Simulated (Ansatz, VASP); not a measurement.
Two plane-wave programs on Sc

```
CELL_PARAMETERS angstrom
0.00000 2.33861 2.33861
2.33861 0.00000 2.33861
2.33861 2.33861 0.00000
ATOMIC_POSITIONS crystal
Sc 0.00000 0.00000 0.00000
```

Change from the starting cell: strain +0.030 along x and y, +0.030 along z, atoms carried along.

Alike in both runs: task single point; functional LDA; k mesh 18 × 18 × 18; occupations gaussian, width 0.15 eV; no spin polarisation.

```csv
,VASP,Ansatz
version,VASP 6.6.1,Ansatz 0.2.0
potentials or method,"VASP PAW LDA potentials, release 64 (Sc_sv)","scalar-relativistic, plane waves, PAW"
plane-wave cutoff (eV),520,420
valence electrons in the cell,11,11
```

```csv
,VASP,Ansatz,Ansatz less VASP
gap on the k mesh at the Fermi level (eV),none,none,-
pressure (GPa),-6.2,-6.2,-0.03
```

A gap of «none» marks a metal or a gap that the smearing closes.
